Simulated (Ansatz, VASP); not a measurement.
Se in VASP and in Ansatz

POSCAR

```
Se
1.0
    2.7018504424      0.0000000000      0.0000000000
    0.0000000000      2.7018504424      0.0000000000
    0.0000000000      0.0000000000      2.7018504424
Se
1
Direct
    0.0000000000      0.0000000000      0.0000000000
```

The input INCAR.step1:

```
SYSTEM = Se
ALGO     = Normal         ! electronic algorithm
EDIFF    = 1E-4           ! SCF threshold, eV
ENCUT    = 520            ! plane-wave cutoff, eV
GGA      = PE             ! functional
ISMEAR   = 0              ! smearing method
LASPH    = .TRUE.         ! aspherical terms in the spheres
LCHARG   = .FALSE.        ! write CHGCAR
LREAL    = .FALSE.        ! projectors in reciprocal space
LWAVE    = .TRUE.         ! write WAVECAR
NBANDS   = 9              ! bands
NELM     = 60             ! most SCF steps
PREC     = Accurate       ! precision mode
SIGMA    = 0.1            ! smearing width, eV
```

The input INCAR.step2:

```
SYSTEM = Se
ALGO     = Normal         ! electronic algorithm
EDIFF    = 1E-7           ! SCF threshold, eV
ENCUT    = 520            ! plane-wave cutoff, eV
ISIF     = 2              ! what is computed and relaxed
ISMEAR   = 0              ! smearing method
ISTART   = 1            
LASPH    = .TRUE.         ! aspherical terms in the spheres
LCHARG   = .FALSE.        ! write CHGCAR
LMIXTAU  = .TRUE.       
LREAL    = .FALSE.        ! projectors in reciprocal space
LWAVE    = .FALSE.        ! write WAVECAR
METAGGA  = R2SCAN         ! meta-GGA
NBANDS   = 9              ! bands
NELM     = 60             ! most SCF steps
PREC     = Accurate       ! precision mode
SIGMA    = 0.1            ! smearing width, eV
```

Contents of KPOINTS:

```
k-points
0
G
  14 14 14
  0 0 0
```

Input for Ansatz:

```yaml
crystal:
  lattice:
    - [2.7018504424, 0.0, 0.0]
    - [0.0, 2.7018504424, 0.0]
    - [0.0, 0.0, 2.7018504424]
  atoms:
    - { symbol: Se, position: [0.0, 0.0, 0.0] }
basis:
  ecutwfc: 500
kpoints:
  mp_grid: { grid: [14, 14, 14] }
hamiltonian:
  xc: r2scan
scf:
  occupations: { method: gaussian, width: 0.1 }
output:
  forces: true
  stress: true
  eigenvalues: true
  populations: true
  write_density: true
  write_potential: true
  elf: true
  volumetric_format: npy
```

Alike in both runs: task single point; functional r2SCAN; k mesh 14 × 14 × 14; occupations gaussian, width 0.1 eV; no spin polarisation.

```csv
,VASP,Ansatz
version,VASP 6.6.1,Ansatz 0.2.0
potentials or method,"VASP PAW PBE potentials, release 64 (Se)","scalar-relativistic, plane waves, PAW"
plane-wave cutoff (eV),520,500
valence electrons in the cell,6,16
```

|  | VASP | Ansatz | Ansatz less VASP |
| --- | --- | --- | --- |
| gap on the k mesh at the Fermi level (eV) | none | none | - |
| pressure (GPa) | 12.2 | 12.2 | +0.07 |

A gap of «none» marks a metal or a gap that the smearing closes. The functional is the same, so the differences come from potentials, cutoffs and numerics. The two sets of potentials don't hold the same shells in valence.

Caveats: the PAW data sets were made with another functional, which shifts forces and pressure a little (VASP).
